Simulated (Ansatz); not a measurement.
# TaN/AlN/RuAl: predicting the conductance of a thicker barrier

**Method.** Ansatz 0.2.0, plane waves with PAW datasets, PBE. Interfaces are relaxed in a short slab (with D3(BJ) where the barrier is layered), set between ideal electrode layers that go on as semi-infinite leads, and the zero-bias conductance G at 300 K comes from T(E) on a typed mesh. The error is the largest of the program's estimates from energy step, mesh, the leads' potential steps and neutrality; its separate bound for narrow resonances between the energies solved isn't counted and can be far larger. The lower electrode is TaN (rock salt 001), the upper RuAl (B2 001) and the barrier AlN (zinc blende 001), on a net of side 3.118 Å; d is the distance between the electrodes' last planes.

What is known so far:

| planes in the barrier | d (Å) | G (S/m²) | error (%) | lead step (meV) |
| --- | --- | --- | --- | --- |
| 4 | 7.05 | 1.73e13 | 18 | 9 |
| 6 | 9.25 | 4.10e12 | 30 | 9 |

Q: A further run has 8 planes, d = 11.45 Å. Fit G ∝ exp(−βd) to the rows shown and predict its conductance.

**Worked fit.** Through two points, β = ln(1.73e13 / 4.10e12) / (9.25 − 7.05) = 1.44 / 2.20 = 0.654 Å⁻¹. From the last point shown, G = 4.10e12 × exp(−0.654 × 2.20) = 9.72e11 S/m².

Check: The run gave 7.42e11 S/m², with an error estimate of 47 % and a lead step of 9 meV. The prediction is 1.31 times that, too high by 31 %. That lies within the runs' own error estimates, carried through the fit.

Caveats: The interfaces are ideal, one cell wide, strained to a common net and relaxed from one registry with their symmetry kept. PBE's gaps are too small, so true decay constants are likely larger where the Fermi level lies deep in a gap. No spin-orbit coupling, phonons, disorder or image charges enter. The rows shown are chosen by tests on error estimates (under 100 to 120 %), lead steps (under 150 meV, though the program warns over 25), intact interfaces and, for fits, a steady trend in the rows shown; the data set holds 414 series of this kind, and not all pass.
